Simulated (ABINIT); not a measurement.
Planning a run of ABINIT 10.8.3 on GaN (F-43m). The input:

```
acell 3*1.0 Angstrom
rprim 
  0.000000000000 2.253500607500 2.253500607500
  2.253500607500 0.000000000000 2.253500607500
  2.253500607500 2.253500607500 0.000000000000
ntypat 2
znucl 31 7
natom 2
typat 1 2
xred 
  0.000000000000 0.000000000000 0.000000000000
  0.750000000000 0.750000000000 0.750000000000
pp_dirpath "pseudos"
pseudos "Ga.upf, N.upf"
ecut 36
nspinor 2
ngkpt 4 4 4
nshiftk 1
shiftk 0 0 0
kptopt 1
chksymbreak 0
istwfk *1
occopt 1
irdwfk 1
optdriver 3
nband 58
ecuteps 4.4
inclvkb 0
awtr 1
symchi 1
indata_prefix "in"
outdata_prefix "out"
tmpdata_prefix "tmp"
```

```sh
OMP_NUM_THREADS=1 mpirun -n 4 abinit run.abi > log
```

**Question.** How long will it take on 4 MPI ranks of Arm Neoverse V2, shared host, and how much memory?

It took 18 s; on shared hardware allow 8.8 s to 35 s. Peak host memory was 0.69 GiB.

[Paths, hosts, dates, memory and timing lines, banners, echoed tables and standing remarks are left out of the program output.]

[Logs are printed without paths, hosts, clocks, repeated set-up lines and the standing remarks that a program may print on its own settings, such as how far it seeks lower states.]

[Runs of the session that timed out or met a known fault of the program may be left out.]

[Hosts, paths, dates, database ids (printed as entryN), source tags and the programs' standing remarks are cut or masked in the printed files.]

[G0W0 gaps are taken among the corrected bands and points alone; a level outside them can change the order at an edge.]

[Where Ansatz stands beside ABINIT at settings called matched, ABINIT's density can come from a denser mesh and the files from another edition; pairs whose starting gaps differed by over 0.03 eV were left out, so agreement reads better than it is.]
